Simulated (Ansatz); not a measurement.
EuS:

```xyz
2
Lattice="0.0000 2.9785 2.9785 2.9785 0.0000 2.9785 2.9785 2.9785 0.0000" Properties=species:S:1:pos:R:3 pbc="T T T"
Eu    0.0000    0.0000    0.0000
S     2.9785    2.9785    2.9785
```

Base run:

```yaml
Program: Ansatz 0.2.0
Functional: PBEsol
Potentials_or_basis: all-electron LAPW, scalar-relativistic
Cutoff: 207 eV (chosen from the basis error)
Basis_error_allowed: 0.001 eV/atom
k_mesh: 8 × 8 × 8
Occupations: fermi-dirac, width 0.05 eV
Spin: collinear spin, ferromagnetic start
Starting_moments: "[7.0, 0.0] μB"
```

Its results: pressure -5.4 GPa; net moment 6.98 μB per cell; site moments Eu +6.91; S -0.07 μB.

**Question.** The run is repeated on the same cell with these changes: functional from PBEsol to LDA. What comes out?

**Answer.** Pressure -7.3 GPa; net moment 6.96 μB per cell; site moments Eu +6.89; S -0.05 μB.

LDA binds more tightly than PBEsol, so the same cell stands under less pressure.

Caveats: an open f shell can end in a state above the lowest; a cell with one magnetic atom can't hold antiferromagnetic order, which such compounds often take.
